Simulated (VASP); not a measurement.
# MoS2 (R-3m) in VASP: a series of runs

One crystal, MoS2, is run at these levels: PBEsol+U; tasks: single point.

Everything below comes from runs of VASP 6.6.1. Logs are shortened: lines on timing, memory, paths and dates and some standing lists are left out, and cuts for length are marked.

### 1 The structure

Symmetry: R-3m, No. 166, trigonal system. Conventional cell: a = 3.171 Å, b = 3.171 Å, c = 18.345 Å, α = 90.00°, β = 90.00°, γ = 120.00°. Mo (site symmetry -3m) has 6 S at 2.39 Å as nearest neighbours. S (site symmetry 3m) has 3 Mo at 2.39 Å as nearest neighbours.

Measurements of this composition are mostly on another form, of space group No. 194.

### 2 Single point, PBEsol+U, collinear spin, ferromagnetic start

Input file INCAR:

```
PREC = Accurate
ENCUT = 520
EDIFF = 1E-6
ISMEAR = 0
SIGMA = 0.05
LREAL = F
LASPH = T
NELM = 100
ALGO = Normal
ISIF = 2
LWAVE = F
LCHARG = F
ISPIN = 2
MAGMOM = 1 1 0 0 0 0
LORBIT = 11
LMAXMIX = 4
LDAU = T
LDAUTYPE = 2
LDAUL = 2 -1
LDAUU = 2.5 0
LDAUJ = 0 0
LDAUPRINT = 1
GGA = PS
```

Input file KPOINTS:

```
regular mesh
0
Gamma
  8 8 4
```

Input file POSCAR:

```
MoS2
1.0
    1.5855002900      0.9153890200      6.1149982500
   -1.5855002900      0.9153890200      6.1149982500
    0.0000000000     -3.6615560800     12.2299965000
Mo S
2 4
Direct
    0.0000000000      0.0000000000      0.0000000000
    0.0000000000      0.0000000000      0.5000000000
    0.7500000000      0.7500000000      0.3750000000
    0.2500000000      0.2500000000      0.1250000000
    0.7500000000      0.7500000000      0.8750000000
    0.2500000000      0.2500000000      0.6250000000
```

Potentials or basis: VASP PAW PBE potentials, release 64 (Mo_sv, S).

Launch:

```console
cat potpaw_PBE.64/Mo_sv/POTCAR potpaw_PBE.64/S/POTCAR > POTCAR
mpirun -np 1 vasp_std > vasp.out
```

OUTCAR:

```text
PREC = Accurate
   ENCUT = 520
   EDIFF = 1E-6
   ISMEAR = 0
   LREAL = F
   LASPH = T
   NELM = 100
   ISIF = 2
   ISPIN = 2
   LORBIT = 11
   GGA = PS

 ion  position               nearest neighbor table
   1  0.000  0.000  0.000-   5 2.39   5 2.39   4 2.39   4 2.39   3 2.39   6 2.39   2 3.17   2 3.17
                             2 3.17   2 3.17
   2  0.000  0.000  0.500-   3 2.39   3 2.39   6 2.39   6 2.39   4 2.39   5 2.39   1 3.17   1 3.17
                             1 3.17   1 3.17
   3  0.750  0.750  0.375-   2 2.39   2 2.39   1 2.39
   4  0.250  0.250  0.125-   1 2.39   1 2.39   2 2.39
   5  0.750  0.750  0.875-   1 2.39   1 2.39   2 2.39
   6  0.250  0.250  0.625-   2 2.39   2 2.39   1 2.39

  LATTYP: Found a base centered monoclinic cell.
 ALAT       =    12.3662671256
 B/A-ratio  =     0.2564234257
 C/A-ratio  =     0.4441384020
 COS(beta)  =    -0.1480461340

  Lattice vectors:

 A1 = (   1.5855002900,   0.9153890200,   6.1149982500)
 A2 = (  -1.5855002900,   0.9153890200,   6.1149982500)
 A3 = (   0.0000000000,  -5.4923341200,   0.0000000000)

Analysis of symmetry for initial positions (statically):
=====================================================================
 Subroutine PRICEL returns following result:

  LATTYP: Found a trigonal (rhomboedric) cell.
 ALAT       =     6.3831772516
 COS(alpha) =     0.8766074785
[... 12 lines left out ...]
 Subroutine GETGRP returns: Found  4 space group operations
 (whereof  4 operations were pure point group operations)
 out of a pool of  4 trial point group operations.

The static configuration has the point symmetry C_2h.

Analysis of symmetry for dynamics (positions and initial velocities):
=====================================================================
 Subroutine PRICEL returns following result:

  LATTYP: Found a trigonal (rhomboedric) cell.
[... 264 lines left out ...]
  o =  0.3627  v = -0.9893  0.0000  0.0000 -0.1456  0.0000  0.0000  0.0000  0.0000  0.0000  0.0000      0.0000  0.0000  0.0000  0.0000  0.0000  0.0000  0.0000  0.0000  0.0000  0.0000
  o =  0.4034  v =  0.0000  0.0000  0.0000  0.0000  0.0000  0.0000 -0.0000  1.0000  0.0000 -0.0000      0.0000  0.0000  0.0000  0.0000  0.0000  0.0000  0.0000  0.0000  0.0000  0.0000
  o =  0.4036  v =  0.0000 -0.0000  1.0000  0.0000 -0.0000  0.0000  0.0000  0.0000  0.0000  0.0000      0.0000  0.0000  0.0000  0.0000  0.0000  0.0000  0.0000  0.0000  0.0000  0.0000
  o =  0.4296  v =  0.0000  0.0000  0.0000  0.0000  0.0000  0.0000 -0.9894 -0.0000  0.0000  0.1449      0.0000  0.0000  0.0000  0.0000  0.0000  0.0000  0.0000  0.0000  0.0000  0.0000
  o =  0.4296  v =  0.0000  0.0000  0.0000  0.0000  0.0000  0.1449  0.0000  0.0000 -0.9894  0.0000      0.0000  0.0000  0.0000  0.0000  0.0000  0.0000  0.0000  0.0000  0.0000  0.0000
  o =  0.4296  v =  0.1456  0.0000  0.0000 -0.9893  0.0000  0.0000  0.0000  0.0000  0.0000  0.0000      0.0000  0.0000  0.0000  0.0000  0.0000  0.0000  0.0000  0.0000  0.0000  0.0000
  o =  0.4296  v =  0.0000 -0.9893 -0.0000  0.0000  0.1456  0.0000  0.0000  0.0000  0.0000  0.0000      0.0000  0.0000  0.0000  0.0000  0.0000  0.0000  0.0000  0.0000  0.0000  0.0000

 number of electron      51.9999996 magnetization       0.0014251

 Free energy of the ion-electron system (eV)
  ---------------------------------------------------
  ext. energy  EPLUGINS =         0.00000000
  ---------------------------------------------------
  free energy    TOTEN  =       -39.17199747 eV

  energy without entropy =      -39.16777612  energy(sigma->0) =      -39.16988680

 E-fermi :   7.7616     XC(G=0): -11.0061

 val. band max:        7.7306403330   @ k =  -0.3750   0.3750   0.2500
 cond. band min:       7.7750704263   @ k =   0.3750   0.0000   0.5000
 fundamental gap:      0.0444300934
 Fermi energy:         7.7616429744

 spin component 1

 k-point     1 :       0.0000    0.0000    0.0000
  band No.  band energies     occupation
      1     -54.1503      1.00000
      2     -54.1097      1.00000
      3     -28.5749      1.00000
      4     -28.2702      1.00000
      5     -28.2314      1.00000
      6     -28.1786      1.00000
[... 1673 lines left out ...]
     31      10.3457      0.00000
     32      10.4346      0.00000

 [... further k-points ...]
[... 5 lines left out ...]
  --------------------------------------------------------------------------------------
  -------------------------------------------------------------------------------------
  Total        1.9047433      1.9046912      4.8256929      0.0000000     -0.0000212      0.0000000
  in kB       28.6548025     28.6540197     72.5973309      0.0000000     -0.0003187      0.0000000
  external PRESSURE =      43.3020510 kB  Pullay stress =       0.0000000 kB

 VOLUME and BASIS-vectors are now :
 -----------------------------------------------------------------------------
  energy-cutoff  :      520.00
  volume of cell :      106.50
      direct lattice vectors                 reciprocal lattice vectors
     1.585500290  0.915389020  6.114998250     0.315357874  0.182071953  0.054510781
    -1.585500290  0.915389020  6.114998250    -0.315357874  0.182071953  0.054510781
     0.000000000 -3.661556080 12.229996500     0.000000000 -0.182071953  0.027255391

 POSITION                                       TOTAL-FORCE (eV/Angst)
 -----------------------------------------------------------------------------------
      0.00000      0.00000      0.00000         0.000000      0.000000      0.000000
      0.00000     -1.83078      6.11500         0.000000      0.000000     -0.000000
      0.00000      0.00000     13.75875        -0.000000      0.000000      0.878415
      0.00000      0.00000      4.58625        -0.000000     -0.000000     -0.878415
      0.00000     -1.83078     19.87374        -0.000000      0.000000      0.878415
      0.00000     -1.83078     10.70125        -0.000000     -0.000000     -0.878415
 -----------------------------------------------------------------------------------
    total drift:                                0.000000      0.000000      0.000000

  FREE ENERGIE OF THE ION-ELECTRON SYSTEM (eV)
  ---------------------------------------------------
  free  energy   TOTEN  =       -39.1719974735 eV

  energy  without entropy=      -39.1677761173  energy(sigma->0) =      -39.16988680

 total charge

# of ion       s       p       d       tot
------------------------------------------
    1        2.312   6.239   3.920  12.471
    2        2.312   6.239   3.920  12.471
    3        1.360   2.327   0.000   3.686
    4        1.360   2.327   0.000   3.686
    5        1.360   2.327   0.000   3.686
    6        1.360   2.327   0.000   3.686
--------------------------------------------------
tot         10.063  21.784   7.840  39.687

 magnetization (x)

# of ion       s       p       d       tot
------------------------------------------
    1        0.000   0.000   0.000   0.000
    2        0.000   0.000   0.000   0.000
    3       -0.000  -0.000   0.000  -0.000
    4       -0.000  -0.000   0.000  -0.000
    5       -0.000  -0.000   0.000  -0.000
    6       -0.000  -0.000   0.000  -0.000
--------------------------------------------------
tot          0.000  -0.000   0.001   0.001
```

stdout:

```text
POSCAR found type information on POSCAR MoS
 POSCAR found :  2 types and       6 ions
 scaLAPACK will be used
 -----------------------------------------------------------------------------
|                                                                             |
|                                                                             |
[... 21 lines left out ...]
|     Results are often still useful ...                                      |
|                                                                             |
 -----------------------------------------------------------------------------

 POSCAR, INCAR and KPOINTS ok, starting setup
 FFT: planning ... GRIDC
 FFT: planning ... GRID_SOFT
 FFT: planning ... GRID
 WAVECAR not read
 entering main loop
```

Wall time 32 min (1 thread of Intel Xeon Platinum 8488C (Sapphire Rapids), shared host); peak memory 0.87 GiB.

What came out:

* Free energy: -39.1720 eV
* Pressure: 4.3 GPa
* Largest force: 0.878 eV/Å
* Band gap on the k mesh: none (metal or under the smearing width)
* Net moment: 0.00 μB per cell
* Valence electrons inside the program's atomic spheres: Mo 12.47; S 3.69

Forces in eV/Å, atoms in the order of the input:
```
Mo   0.000  0.000  0.000
Mo   0.000  0.000  0.000
S    0.000  0.000  0.878
S    0.000  0.000 -0.878
S    0.000  0.000  0.878
S    0.000  0.000 -0.878
```

Stress tensor (GPa, compression positive):
```
2.87 0.00 0.00
0.00 2.87 0.00
0.00 0.00 7.26
```

Levels at points of the mesh, in eV from the Fermi level:
Spin up:
```
           k point  band 23  band 24  band 25  band 26  band 27  band 28  band 29  band 30
(0.00, 0.00, 0.00)    -1.65    -1.24    -1.05    -1.05    -0.27    -0.27     1.14     2.00
(0.50, 0.00, 0.00)    -2.27    -1.95    -1.86    -1.65     1.14     1.15     1.79     2.00
(0.50, 0.50, 0.00)    -1.86    -1.04    -1.04    -0.37    -0.37    -0.04     1.15     1.79
(0.00, 0.00, 0.50)    -2.05    -2.05    -1.57    -1.57     0.63     0.63     0.91     0.91
(0.50, 0.00, 0.50)    -3.08    -3.08    -0.04    -0.04     0.18     0.18     1.68     1.68
(0.50, 0.50, 0.50)    -2.17    -2.17    -1.31    -1.31     0.78     0.78     0.89     0.89
```
Spin down:
```csv
k point,band 24,band 25,band 26,band 27,band 28,band 29
"(0.00, 0.00, 0.00)",-1.24,-1.05,-1.05,-0.27,-0.27,1.14
"(0.50, 0.00, 0.00)",-1.95,-1.86,-1.65,1.14,1.15,1.79
"(0.50, 0.50, 0.00)",-1.04,-1.04,-0.37,-0.37,-0.03,1.15
"(0.00, 0.00, 0.50)",-2.05,-1.57,-1.57,0.63,0.63,0.91
"(0.50, 0.00, 0.50)",-3.08,-0.04,-0.04,0.18,0.18,1.68
"(0.50, 0.50, 0.50)",-2.17,-1.31,-1.31,0.78,0.78,0.89
```

Eigenvalues of the final occupation matrices:
```tsv
site	spin	trace	eigenvalues
site 1 d	1	1.99	0.36 0.36 0.40 0.43 0.43
site 1 d	2	1.99	0.36 0.36 0.40 0.43 0.43
site 2 d	1	1.99	0.36 0.36 0.40 0.43 0.43
site 2 d	2	1.99	0.36 0.36 0.40 0.43 0.43
```

Caveat: the PAW data sets were made with another functional, which shifts forces and pressure a little; the cell's inner coordinates are idealised or old, which leaves forces on the atoms. The state reached can hang on the start; a lower one may exist.

### 3 Single point, PBEsol+U, collinear spin, antiferromagnetic start

Edit INCAR of step 2 so:

```diff
@@ -13,3 +13,3 @@
 ISPIN = 2
-MAGMOM = 1 1 0 0 0 0
+MAGMOM = 1 -1 0 0 0 0
 LORBIT = 11
```

KPOINTS is that of step 2.

POSCAR is that of step 2.

Potentials or basis: VASP PAW PBE potentials, release 64 (Mo_sv, S).

Launch:

```console
cat potpaw_PBE.64/Mo_sv/POTCAR potpaw_PBE.64/S/POTCAR > POTCAR
mpirun -np 1 vasp_std > vasp.out
```

It took 31 min on 1 thread of Intel Xeon Platinum 8488C (Sapphire Rapids), shared host; peak memory 0.88 GiB.

Results (log left out):

```yaml
Free_energy: -39.1835 eV
Pressure: 4.9 GPa
Largest_force: 0.908 eV/Å
Band_gap_on_the_k_mesh: none (metal or under the smearing width)
Net_moment: 0.00 μB per cell
Site_moments: Mo +0.44, -0.44; S -0.01, +0.01 μB
Valence_electrons_inside_the_program's_atomic_spheres: Mo 12.47; S 3.69
```

Forces in eV/Å, atoms in the order of the input:
```
Mo   0.000  0.000  0.000
Mo   0.000  0.000  0.000
S    0.000 -0.022  0.908
S    0.000  0.022 -0.908
S    0.000 -0.022  0.908
S    0.000  0.022 -0.908
```

Stress tensor (GPa, compression positive):
```
 3.04  0.00  0.00
 0.00  3.95 -0.20
 0.00 -0.20  7.61
```

Levels at points of the mesh, in eV from the Fermi level:
Spin up:
| k point | band 22 | band 23 | band 24 | band 25 | band 26 | band 27 | band 28 | band 29 | band 30 | band 31 |
| --- | --- | --- | --- | --- | --- | --- | --- | --- | --- | --- |
| (0.00, 0.00, 0.00) | -1.75 | -1.58 | -1.18 | -1.05 | -0.97 | -0.21 | -0.20 | 1.26 | 2.11 | 3.45 |
| (0.50, 0.00, 0.00) | -2.85 | -2.23 | -1.91 | -1.79 | -1.58 | 1.14 | 1.31 | 1.85 | 2.12 | 3.48 |
| (0.50, 0.50, 0.00) | -2.21 | -1.79 | -1.04 | -0.97 | -0.31 | -0.30 | 0.00 | 1.26 | 1.91 | 3.59 |
| (0.00, 0.00, 0.50) | -2.00 | -1.97 | -1.88 | -1.62 | -1.37 | 0.44 | 0.73 | 0.97 | 1.25 | 3.00 |
| (0.50, 0.00, 0.50) | -3.84 | -3.05 | -2.98 | -0.25 | 0.00 | 0.31 | 0.48 | 1.59 | 1.94 | 2.36 |
| (0.50, 0.50, 0.50) | -2.48 | -2.28 | -1.97 | -1.35 | -1.13 | 0.58 | 0.72 | 1.12 | 1.22 | 2.87 |
Spin down:
| k point | band 24 | band 25 | band 26 | band 27 | band 28 | band 29 |
| --- | --- | --- | --- | --- | --- | --- |
| (0.00, 0.00, 0.00) | -1.18 | -1.05 | -0.97 | -0.21 | -0.20 | 1.26 |
| (0.50, 0.00, 0.00) | -1.91 | -1.79 | -1.58 | 1.14 | 1.31 | 1.85 |
| (0.50, 0.50, 0.00) | -1.04 | -0.97 | -0.31 | -0.30 | 0.00 | 1.26 |
| (0.00, 0.00, 0.50) | -1.88 | -1.62 | -1.37 | 0.44 | 0.73 | 0.97 |
| (0.50, 0.00, 0.50) | -2.98 | -0.25 | 0.00 | 0.31 | 0.48 | 1.59 |
| (0.50, 0.50, 0.50) | -1.97 | -1.35 | -1.13 | 0.58 | 0.72 | 1.12 |

Eigenvalues of the final occupation matrices:
```
    site  spin  trace               eigenvalues
site 1 d     1   2.21  0.38 0.40 0.43 0.49 0.51
site 1 d     2   1.77  0.30 0.30 0.35 0.41 0.41
site 2 d     1   1.77  0.30 0.30 0.35 0.41 0.41
site 2 d     2   2.21  0.38 0.40 0.43 0.49 0.51
```

Caveat: the PAW data sets were made with another functional, which shifts forces and pressure a little; the cell's inner coordinates are idealised or old, which leaves forces on the atoms. The state reached can hang on the start; a lower one may exist.
